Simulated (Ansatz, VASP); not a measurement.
# One calculation of As, two programs

INCAR

```
  PREC = Accurate
  ENCUT = 520
  EDIFF = 1E-7
  ISMEAR = -1
  SIGMA = 0.02
  LREAL = False
  LASPH = True
  NELM = 60
  ALGO = Normal
  ISIF = 2
  LWAVE = False
  LCHARG = False
  LDIPOL = True
  IDIPOL = 3
  DIPOL = 0.5 0.5 0.347
  GGA = PE
  NBANDS = 12
```

Contents of KPOINTS:

```
Automatic mesh
0
Gamma
  12 12 1
```

POSCAR

```
As
1.0
    3.5927833179      0.0000000000      0.0000000000
   -1.7963916589      3.0959618145      0.0000000000
    0.0000000000      0.0000000000     26.4156438000
As
2
Direct
    0.3331995269      0.6663990537      0.3206637295
    0.6668004731      0.3336009463      0.3724036831
```

Input for Ansatz:

```yaml
crystal:
  lattice:
    - [3.5927833179, 0.0, 0.0]
    - [-1.7963916589, 3.0959618145, 0.0]
    - [0.0, 0.0, 26.4156438]
  atoms:
    - { symbol: As, position: [0.3331995269, 0.6663990537, 0.3206637295] }
    - { symbol: As, position: [0.6668004731, 0.3336009463, 0.3724036831] }
  periodic: [true, true, false]
kpoints:
  mp_grid: { grid: [12, 12, 1] }
  band_path:
    path:
      - [0.0, 0.0, 0.0]
      - [0.5, 0.0, 0.0]
      - [0.3333333333, 0.3333333333, 0.0]
      - [0.0, 0.3125, 0.0]
    npoints: 1
hamiltonian:
  xc: pbe
scf:
  occupations: { method: fermi_dirac, width: 0.02 }
  n_extra_bands: 4
output:
  forces: true
  stress: true
  eigenvalues: true
```

Change from the starting cell: uniaxial_x strain +0.5%.

Alike in both runs: task single point; functional PBE; k mesh 12 × 12 × 1; occupations fermi-dirac, width 0.02 eV; no spin polarisation.

|  | VASP | Ansatz |
| --- | --- | --- |
| version | VASP 6.6.1 | Ansatz 0.2.0 |
| potentials or method | VASP PAW PBE potentials, release 64 (As) | plane waves, PAW |
| plane-wave cutoff (eV) | 520 | 420 |
| valence electrons in the cell | 10 | 30 |

```tsv
	VASP	Ansatz	Ansatz less VASP
gap on the k mesh at the Fermi level (eV)	1.66	1.65	-0.002
rms of the force components (eV/Å)	0.282	0.225	-0.0564
```

Atom by atom the forces differ by 0.056 eV/Å (rms over components). The two sets of potentials don't hold the same shells in valence.
